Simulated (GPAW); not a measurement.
The system is Ta.

```
CELL_PARAMETERS angstrom
-1.65128 1.65128 1.65128
1.65128 -1.65128 1.65128
1.65128 1.65128 -1.65128
ATOMIC_POSITIONS crystal
Ta 0.00000 0.00000 0.00000
```

| Quantity | Value |
| --- | --- |
| Program | GPAW 26.7.0 |
| Task | single point |
| Functional | PBEsol |
| Potentials or basis | PAW data sets generated in the run's folder for this functional |
| Cutoff | 600 eV |
| Basis | pw |
| k mesh | 11 × 11 × 11 |
| Occupations | fermi-dirac, width 0.05 eV |
| Spin | no spin polarisation |

On this cell: pressure -4.0 GPa; band gap on the k mesh none (metal or under the smearing width).

The same run follows on a disturbed copy (cell strained at random at fixed volume):

```
Ta
1.0
    -1.62073    1.65465    1.62924
     1.69780   -1.62617    1.67783
     1.62244    1.62787   -1.60076
Ta
1
Direct
  0.00191 0.97643 0.99590
```

Problem. What changes?

Solution. The energy (extrapolated to zero smearing) moves by +14.6 meV/atom; pressure -3.6 GPa; band gap on the k mesh none (metal or under the smearing width).

Stress tensor (GPa, compression positive):
```
-4.19 -0.23 -4.26
-0.23 -2.96 -1.49
-4.26 -1.49 -3.73
```
